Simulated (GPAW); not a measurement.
The system is SnTe.

```xyz
2
Lattice="0.0000 3.1509 3.1509 3.1509 0.0000 3.1509 3.1509 3.1509 0.0000" Properties=species:S:1:pos:R:3 pbc="T T T"
Te    3.1509    3.1509    3.1509
Sn    0.0000    0.0000    0.0000
```

Program: GPAW 26.7.0. Alike in all runs: cell as given; cutoff (eV) 600.

**Question.** Order these runs on this cell by their pressure, lowest first.
A. level PBE; potentials or basis GPAW PAW data sets (gpaw-data 1.2.1), pw; spin off; k mesh 7 × 7 × 7; smearing gaussian 0.028 eV
B. level LDA; potentials or basis the program's PAW data sets (release 1.2.1) made for this functional, pw; spin SOC, no magnetisation; k mesh 6 × 6 × 6; smearing fermi-dirac 0.05 eV; band path GXWKGLUWLK,UX; band points 100; spin axis theta (degrees) 90; spin axis phi (degrees) 45; soc after scf second variation
C. level RPBE; potentials or basis the program's PAW data sets (release 1.2.1) made for this functional, pw; spin SOC, no magnetisation; k mesh 6 × 6 × 6; smearing fermi-dirac 0.05 eV; band path GXWKGLUWLK,UX; band points 80; spin axis theta (degrees) 90; spin axis phi (degrees) 0; soc after scf second variation

**Answer.** B (-1.8 GPa), A (1.9 GPa), C (3.5 GPa).

Caveats: spin-orbit coupling was added after a scalar SCF, so levels and gaps hold it while energy, forces, pressure and moments don't (some runs).
